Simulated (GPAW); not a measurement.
Input of a GPAW 26.7.0 run:

The input run.py:

```python
import json
import numpy as np
from ase import Atoms
from ase.calculators.mixing import SumCalculator
from ase.constraints import FixSymmetry
from ase.filters import FrechetCellFilter
from ase.io import read, write
from ase.optimize import BFGS
from dftd3.ase import DFTD3
from phonopy import Phonopy
from phonopy.structure.atoms import PhonopyAtoms
from gpaw import GPAW, PW

atoms = read('POSCAR')

calc = GPAW(mode=PW(600),
            xc='PBE',
            kpts={'size': (9, 9, 9), 'gamma': True},
            occupations={'name': 'fermi-dirac', 'width': 0.05},
            nbands=13,
            convergence={'density': 1e-06, 'eigenstates': 1e-09},
            maxiter=150,
            txt='gpaw.txt')
atoms.calc = SumCalculator([calc, DFTD3(method='pbe', damping='d3bj')])
atoms.set_constraint(FixSymmetry(atoms))
BFGS(FrechetCellFilter(atoms), trajectory='relax.traj', logfile='-').run(fmax=0.005, steps=40)
atoms.set_constraint()
energy = atoms.get_potential_energy()
forces = atoms.get_forces()
stress = atoms.get_stress()
calc.write('gs.gpw')
write('result.traj', atoms)
print('Cell:', atoms.cell.cellpar().round(4))
print(atoms.get_scaled_positions().round(5))

def force_constants(scale):
    unit = PhonopyAtoms(symbols=atoms.get_chemical_symbols(), cell=atoms.cell[:] * scale**(1 / 3),
                        scaled_positions=atoms.get_scaled_positions())
    ph = Phonopy(unit, supercell_matrix=np.diag([1, 1, 1]), primitive_matrix=np.eye(3), symprec=1e-4)
    ph.generate_displacements(distance=0.01)
    forces = []
    for i, sc in enumerate(ph.supercells_with_displacements):
        a = Atoms(sc.symbols, cell=sc.cell, scaled_positions=sc.scaled_positions, pbc=True)
        c = GPAW(mode=PW(600),
                 xc='PBE',
                 kpts={'size': (9, 9, 9), 'gamma': True},
                 occupations={'name': 'fermi-dirac', 'width': 0.05},
                 nbands=13,
                 convergence={'density': 1e-06, 'eigenstates': 1e-09},
                 maxiter=150,
                 txt=f'disp-{scale:.3f}-{i:02d}.txt')
        a.calc = SumCalculator([c, DFTD3(method='pbe', damping='d3bj')])
        f = a.get_forces()
        forces.append(f - f.mean(axis=0))
        print(f'displacement {i}: drift', f.mean(axis=0).round(5), flush=True)
    ph.forces = forces
    ph.produce_force_constants()
    ph.symmetrize_force_constants()
    return ph

qpoints = [[0.0, 0.0, 0.0]]
results = {}
for scale in [1.0]:
    ph = force_constants(scale)
    ph.run_qpoints(qpoints)
    nu = ph.qpoints.frequencies * 33.35641  # THz to cm^-1
    results[f'{scale:.3f}'] = nu.tolist()
    for qp, f in zip(qpoints, nu):
        print(scale, np.round(qp, 4), f.round(2))
json.dump(results, open('phonons.json', 'w'))
```

Contents of POSCAR:

```
As
1.0
    1.8807968987      1.0858785957      3.5140619945
   -1.8807968987      1.0858785957      3.5140619945
    0.0000000000     -2.1717571915      3.5140619945
As
2
Direct
    0.2260000000      0.2260000000      0.2260000000
    0.7740000000      0.7740000000      0.7740000000
```

Potentials or basis: GPAW PAW data sets (gpaw-data 1.2.1), pw.

The run is started by

```bash
$ OMP_NUM_THREADS=1 python run.py
```

(1) Estimate the highest phonon frequency at Γ.

(2) What does it give for the dispersion energy per atom?

(3) Estimate the relaxed cell.

(4) Estimate the relaxed volume.

(5) Predict the band gap on the k mesh.

Answers

(1) 240 cm⁻¹.

(2) -0.433 eV.

(3) a = 4.011 Å, b = 4.011 Å, c = 4.011 Å, α = 56.37°, β = 56.37°, γ = 56.37°.

(4) 20.90 Å³/atom.

(5) 0.10 eV, indirect (least direct gap 0.60 eV).

Caveat: an odd mesh through Γ misses points on the zone boundary, where band edges often lie.
